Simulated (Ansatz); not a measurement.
System: CdO (rock salt type), 2 atoms in the cell.

All numbers below come from PBE, plane waves, all-electron PAW datasets generated for the crystal, point nucleus in Ansatz 0.2.0 development build.

Cutoff 320 eV; k-mesh 6×6×6 Γ-centred; Fermi–Dirac smearing of 0.02 eV; no spin polarisation.

```
Cd O
1.0
     0.00000    2.39000    2.39000
     2.39000    0.00000    2.39000
     2.39000    2.39000    0.00000
Cd O
1 1
Direct
  0.00000 0.00000 0.00000
  0.50000 0.50000 0.50000
```

What pressure does the calculation give?

The pressure is -0.93 GPa, so at these settings the cell is stretched and would shrink.

Metal or insulator on this mesh?

No gap opens on the mesh: the bands overlap.

The stress includes the program's correction for the finite plane-wave basis.

The k-mesh is modest, so these values aren't fully converged in k. The real crystal is a semiconductor; semilocal functionals such as PBE can close its gap, a known failure.
